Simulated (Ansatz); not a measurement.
# InCuS2 under a change: electrons 2.0×10^21 cm⁻³

Take InCuS2 in the chalcopyrite structure (space group I-42d, No. 122; a = 5.522 Å, c = 11.130 Å) as the base.

Now apply this change: 0.339 electrons added to each cell, a density of 2.0×10^21 cm⁻³, with a uniform compensating background at fixed cell and a 300 K Fermi–Dirac width.

Level of theory: DFT with r2SCAN, PAW potentials and a 500 eV plane-wave cutoff in Ansatz (a quantum-chemistry and plane-wave program), no spin-orbit coupling. Settings: 12×12×12 k-points, 0.0259 eV Fermi–Dirac smearing.

The gap between the host's bands decreases by 0.06 eV (0.36 eV → 0.30 eV) and the gap character stays direct at Γ. The largest internal atomic displacement amounts to 0.017 Å and the Fermi level relative to the doped band's edge (positive inside the band; to 0.05 eV) comes out as +1.25 eV.

Final structure:

```yaml
crystal:
  lattice:
    - [-2.76098, 2.76098, 5.56516]
    - [2.76098, -2.76098, 5.56516]
    - [2.76098, 2.76098, -5.56516]
  atoms:
    - { symbol: Cu, position: [0.75000, 0.25000, 0.50000] }
    - { symbol: Cu, position: [0.00000, 0.00000, 0.00000] }
    - { symbol: In, position: [0.25000, 0.75000, 0.50000] }
    - { symbol: In, position: [0.50000, 0.50000, 0.00000] }
    - { symbol: S, position: [0.09367, 0.12500, 0.46867] }
    - { symbol: S, position: [0.65633, 0.62500, 0.53133] }
    - { symbol: S, position: [0.37500, 0.90633, 0.03133] }
    - { symbol: S, position: [0.87500, 0.34367, 0.96867] }
```
Cell charge -0.339387.

Cost of the whole job for the changed cell (relaxation, final SCF and bands): about 10 core-minutes (a rough figure).

Charged cell with a jellium background: band edges are those of the host's band count, energies are not comparable with the neutral cell, and many-body gap narrowing is missing. Whether these cells are dynamically stable was not tested. The final runs are not spin-polarised.
